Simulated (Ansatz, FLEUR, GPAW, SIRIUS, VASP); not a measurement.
**ZnS: 7 runs at one level of theory**

```xyz
2
Lattice="0.0000 2.7020 2.7020 2.7020 0.0000 2.7020 2.7020 2.7020 0.0000" Properties=species:S:1:pos:R:3 pbc="T T T"
Zn    4.0530    4.0530    4.0530
S     0.0000    0.0000    0.0000
```

Alike in all runs: task equation of state; functional PBEsol; k mesh 9 × 9 × 9; occupations fermi-dirac, width 0.05 eV; no spin polarisation; no spin-orbit coupling.

| program and potentials | plane-wave cutoff (eV) | notes | equilibrium volume (Å³/atom) | bulk modulus (GPa) |
| --- | --- | --- | --- | --- |
| Ansatz, Ansatz PAW | 420 | potentials made for PBE, which Ansatz adapts in part | 19.21 | 79.0 |
| VASP, PBE PAW files S, Zn, 520 eV | 520 | potentials made for PBE | 19.27 | 78.6 |
| SIRIUS, PseudoDojo 0.4.1 PBEsol standard (scalar relativistic) | 1152 | - | 19.20 | 78.9 |
| SIRIUS, all-electron FP-LAPW, apw+lo standard | - | - | 19.20 | 80.5 |
| Ansatz, all-electron LAPW, scalar-relativistic | - | - | 19.21 | 78.9 |
| FLEUR, all-electron, FLAPW | - | - | 19.21 | 78.8 |
| GPAW, PAW data sets generated for this functional | 600 | - | 19.22 | 79.0 |

The equilibrium volume spans 19.20 (SIRIUS, PseudoDojo 0.4.1 PBEsol standard (scalar relativistic)) to 19.27 Å³/atom (VASP, PBE PAW files S, Zn, 520 eV), with all-electron results at 19.20 to 19.21. The bulk modulus spans 78.6 (VASP, PBE PAW files S, Zn, 520 eV) to 80.5 GPa (SIRIUS, all-electron FP-LAPW, apw+lo standard), with all-electron results at 78.8 to 80.5.

The functional is the same throughout but for its coding, so the spread measures potentials, basis and numerics; runs on potential files found faulty are left out.
